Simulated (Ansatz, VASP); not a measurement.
## Pb in VASP and in Ansatz

```xyz
1
Lattice="0.0000 2.4515 2.5068 2.4515 0.0000 2.5068 2.4515 2.4515 0.0000" Properties=species:S:1:pos:R:3 pbc="T T T"
Pb    0.0000    0.0000    0.0000
```

Change from the starting cell: z stretched by +1.5 % at fixed volume, crystal datasets.

Alike in both runs: task electric field gradients; functional PBE; k mesh 12 × 12 × 12; occupations fermi-dirac, width 0.05 eV; no spin polarisation.

|  | VASP | Ansatz |
| --- | --- | --- |
| version | VASP 6.6.1 | Ansatz 0.2.0 |
| potentials or method | VASP PAW PBE potentials, release 64 (Pb_d), cutoff 520 eV | all-electron PAW with datasets made for the crystal, scalar-relativistic |

Ansatz gave:

* pressure (GPa): 2.9
* largest component of the traceless stress (GPa): 0.40
* Vzz of the field gradient on the site that differs most (V/Å²): -9.4

Task: Which values does VASP return?

Result: Pressure (GPa): 2.9; largest component of the traceless stress (GPa): 0.39; Vzz of the field gradient on the site that differs most (V/Å²): -8.3.

Ansatz ran all-electron here, so the differences hold the error of VASP's frozen core and of both bases. Ansatz warned: «gradients_without_spin_orbit».

Spin-orbit coupling is left out, which matters for the levels of Pb.
